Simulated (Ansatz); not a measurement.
## How far is PAW off for Pb?

```
Pb
1.0
     0.00000    3.43900    3.50778
     3.43900    0.00000    3.50778
     3.43900    3.43900    0.00000
Pb
2
Direct
  0.00000 0.00000 0.00000
  0.25000 0.25000 0.25000
```

Atom numbers follow the list: Pb1, Pb2.

The cell is the one relaxed in the Materials Project (mp-1247117), not relaxed further here; entries there can be hypothetical. The listed cell was then made from it by scaling, straining or moving an atom.

Spin–orbit coupling is left out, though it moves levels of the heavy atoms by tenths of an eV or more.

Levels of theory: DFT, PBE, PAW with Ansatz's default frozen-core files, scalar-relativistic (Ansatz 0.2.0); DFT, PBE, all-electron PAW with datasets made for the crystal, scalar-relativistic (Ansatz 0.2.0); DFT, PBE, all-electron LAPW, scalar-relativistic (Ansatz 0.2.0).

For PAW: a Γ-centred 8×8×8 k mesh, Fermi–Dirac smearing of 0.05 eV, cutoff 420 eV, no spin polarisation. The crystal-made all-electron datasets (AE datasets) take a cutoff of 240 eV at this cell. LAPW targets a basis error of 0.25 meV/atom. The Ansatz runs share mesh, smearing and spin set-up. Plane-wave (PAW) pressures include the program's estimate of the Pulay term.

Stress and pressure are positive in compression.

No spin–orbit coupling: at heavy atoms the gradients can be off by tens of per cent for that reason.

In a metal, gradients converge slowly with the k mesh: the values move by tens of per cent from one mesh to another, at times in sign, so only the comparison on one mesh counts.

```
                             quantity    PAW  AE datasets  LAPW
                       pressure (GPa)   1.67         1.67  1.67
                      stress xx (GPa)   1.72         1.73  1.73
                      stress zz (GPa)   1.56         1.57  1.57
field gradient Vzz at Pb1 (10²¹ V/m²)  -1.86        -1.89     –
```

PAW's pressure differs from the LAPW value by about 0.01 GPa or less.
